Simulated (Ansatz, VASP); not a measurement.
BN: VASP beside Ansatz

The input INCAR:

```
SYSTEM = BN
PREC = Accurate
ENCUT = 520
EDIFF = 1E-7
ISMEAR = 0
SIGMA = 0.05
LREAL = .FALSE.
LASPH = .TRUE.
NELM = 60
ALGO = Normal
ISIF = 2
LWAVE = .FALSE.
LCHARG = .FALSE.
GGA = PE
IVDW = 12
NBANDS = 11
```

KPOINTS

```
regular mesh
0
G
  12 12 12
  0 0 0
```

POSCAR

```
BN
1.0
    0.0000000000      3.4428860926      2.1011085028
    1.2328576185      0.0000000000      2.1011085028
    1.2328576185      3.4428860926      0.0000000000
B N
1 1
Direct
    0.0000486500      0.0000486500      0.9999513500
    0.6666513400      0.6666513400      0.3333486600
```

Input for Ansatz:

```yaml
crystal:
  lattice:
    - [0.0, 3.4428860926, 2.1011085028]
    - [1.2328576185, 0.0, 2.1011085028]
    - [1.2328576185, 3.4428860926, 0.0]
  atoms:
    - { symbol: B, position: [4.865e-05, 4.865e-05, 0.99995135] }
    - { symbol: "N", position: [0.66665134, 0.66665134, 0.33334866] }
basis:
  ecutwfc: 420
kpoints:
  mp_grid: { grid: [12, 12, 12] }
hamiltonian:
  xc: pbe
  dispersion: d3bj
scf:
  occupations: { method: gaussian, width: 0.05 }
output:
  forces: true
  stress: true
  eigenvalues: true
```

Change from the starting cell: strain -0.015 along x and y, -0.030 along z, atoms carried along.

Alike in both runs: task single point; functional PBE; dispersion D3(BJ); k mesh 12 × 12 × 12; occupations gaussian, width 0.05 eV; no spin polarisation.

|  | VASP | Ansatz |
| --- | --- | --- |
| version | VASP 6.6.1 | Ansatz 0.2.0 |
| potentials or method | VASP PAW PBE potentials, release 64 (B, N) | scalar-relativistic, plane waves, PAW |
| plane-wave cutoff (eV) | 520 | 420 |
| valence electrons in the cell | 8 | 8 |

|  | VASP | Ansatz | Ansatz less VASP |
| --- | --- | --- | --- |
| gap on the k mesh at the Fermi level (eV) | 3.99 | 4.00 | +0.009 |
| least direct gap on the mesh (eV) | 4.71 | 4.71 | +0.004 |
| pressure (GPa) | 18.6 | 18.6 | -0.06 |
| largest component of the traceless stress (GPa) | 19.83 | 19.61 | -0.223 |
| rms of the force components (eV/Å) | 0.175 | 0.176 | +0.0003 |

Atom by atom the forces differ by 0.000 eV/Å (rms over components).

Caveats: so large a pressure means that the cell lies far from this level's equilibrium, or that cutoff or potentials fall short (VASP). A k mesh can miss the band edges.
